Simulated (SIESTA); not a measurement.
Wanted: the native input for a SIESTA 5.4.2 run.

```
Task                : single point
Functional          : PBE
Potentials or basis : PseudoDojo 0.4 standard (PBE files)
Basis               : DZP (energy shift 0.003 Ry; two zetas on semicore shells)
Grid cutoff         : 800 Ry
Energy shift        : 0.003 Ry
k mesh              : 12 × 12 × 12
Occupations         : fermi-dirac, width 0.05 eV
Spin                : collinear spin, ferromagnetic start
Starting moments    : [2.0] μB
```

The system is V.

```
V
1.0
    -1.51435    1.51435    1.51435
     1.51435   -1.51435    1.51435
     1.51435    1.51435   -1.51435
V
1
Cartesian
  0.0000 0.0000 0.0000
```

One way to write it, as run:

V.fdf

```
SystemName                      V
SystemLabel                     V
NumberOfSpecies                 1
NumberOfAtoms                   1
%block ChemicalSpeciesLabel
  1  23 V
%endblock ChemicalSpeciesLabel

UseStructFile                   true

%block kgrid.MonkhorstPack
   12   0   0  0.0
    0  12   0  0.0
    0   0  12  0.0
%endblock kgrid.MonkhorstPack
XC.Functional                   GGA
XC.Authors                      PBE
PAO.BasisSize                   DZP
PAO.EnergyShift                 0.003 Ry
Mesh.Cutoff                     800 Ry
Spin                            polarized
%block DM.InitSpin
    1   2.000
%endblock DM.InitSpin
OccupationFunction              FD
ElectronicTemperature           0.05 eV
MaxSCFIterations                200
SCF.MustConverge                false
SCF.Mixer.Method                Pulay
SCF.Mixer.Weight                0.1
SCF.Mixer.History               10
SCF.DM.Tolerance                5.0e-05
SCF.H.Tolerance                 1.0e-03 eV
WriteForces                     true
Charge.Mulliken                 end
%block PAO.Basis
  V 5
  n=3 0 2
    2.991 0.000
  n=4 0 2
    8.463 0.000
  n=3 1 2
    3.380 0.000
  n=4 1 1
    8.463
  n=3 2 2
    5.772 0.000
%endblock PAO.Basis
```

V.STRUCT_IN

```
  -1.5143500000     1.5143500000     1.5143500000
   1.5143500000    -1.5143500000     1.5143500000
   1.5143500000     1.5143500000    -1.5143500000
1
1  23    0.0000000000     0.0000000000     0.0000000000
```

Potentials or basis: PseudoDojo 0.4 standard (PBE files), DZP (energy shift 0.003 Ry; two zetas on semicore shells).

Launch:

```console
$ siesta V.fdf > V.out 2>&1
```

It gave:

```
Pressure               : -5.1 GPa
Band gap on the k mesh : none (metal or under the smearing width)
Net moment             : 0.00 μB per cell
```

Caveat: the basis of atomic orbitals isn't converged, which shifts pressures, moduli and gaps.

Run time: 3 min on 1 thread of Intel(R) Xeon(R) 6975P-C (Granite Rapids) (shared host), peak memory 0.26 GiB.
